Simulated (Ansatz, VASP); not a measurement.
## Two plane-wave programs on SiNi3

Contents of INCAR:

```
SYSTEM = SiNi3
  ALGO = Fast
  EDIFF = 1E-6
  ENCUT = 520
  GGA = PE
  ISIF = 2
  ISMEAR = 0
  LASPH = .True.
  LCHARG = .False.
  LREAL = .False.
  LWAVE = .False.
  NBANDS = 44
  NELM = 100
  PREC = Accurate
  SIGMA = 0.15
```

The input KPOINTS:

```
k-points
0
Gamma
  8 8 8
  0 0 0
```

POSCAR

```
SiNi3
1.0
   -3.5062596404      0.0000000000     -3.5062596404
    0.0000000000     -3.5062596404     -3.5062596404
   -3.5062596404     -3.5062596404      0.0000000000
Si Ni
2 6
Direct
    0.0000000000      0.0000000000      0.0000000000
    0.5000000000      0.5000000000      0.5000000000
    0.5000000000      0.0000000000      0.5000000000
    0.0000000000      0.5000000000      0.0000000000
    0.5000000000      0.0000000000      0.0000000000
    0.0000000000      0.5000000000      0.5000000000
    0.5000000000      0.5000000000      0.0000000000
    1.0000000000      1.0000000000      0.5000000000
```

Input for Ansatz:

```yaml
crystal:
  lattice:
    - [-3.5062596404, 0.0, -3.5062596404]
    - [0.0, -3.5062596404, -3.5062596404]
    - [-3.5062596404, -3.5062596404, 0.0]
  atoms:
    - { symbol: Si, position: [0.0, 0.0, 0.0] }
    - { symbol: Si, position: [0.5, 0.5, 0.5] }
    - { symbol: Ni, position: [0.5, 0.0, 0.5] }
    - { symbol: Ni, position: [0.0, 0.5, 0.0] }
    - { symbol: Ni, position: [0.5, 0.0, 0.0] }
    - { symbol: Ni, position: [0.0, 0.5, 0.5] }
    - { symbol: Ni, position: [0.5, 0.5, 0.0] }
    - { symbol: Ni, position: [1.0, 1.0, 0.5] }
basis:
  ecutwfc: 420
kpoints:
  mp_grid: { grid: [8, 8, 8] }
hamiltonian:
  xc: pbe
scf:
  occupations: { method: gaussian, width: 0.15 }
output:
  forces: true
  stress: true
  eigenvalues: true
```

Alike in both runs: task single point; functional PBE; k mesh 8 × 8 × 8; occupations gaussian, width 0.15 eV; no spin polarisation.

```csv
,VASP,Ansatz
version,VASP 6.6.1,Ansatz 0.2.0
potentials or method,"VASP PAW PBE potentials, release 64 (Si, Ni)","scalar-relativistic, plane waves, PAW"
plane-wave cutoff (eV),520,420
valence electrons in the cell,68,116
```

|  | VASP | Ansatz | Ansatz less VASP |
| --- | --- | --- | --- |
| gap on the k mesh at the Fermi level (eV) | none | none | - |
| pressure (GPa) | 0.1 | 0.0 | -0.03 |

A gap of «none» marks a metal or a gap that the smearing closes. The two sets of potentials don't hold the same shells in valence.

Spin polarisation is off, so any magnetic state and its effect on volume and gap are missing.
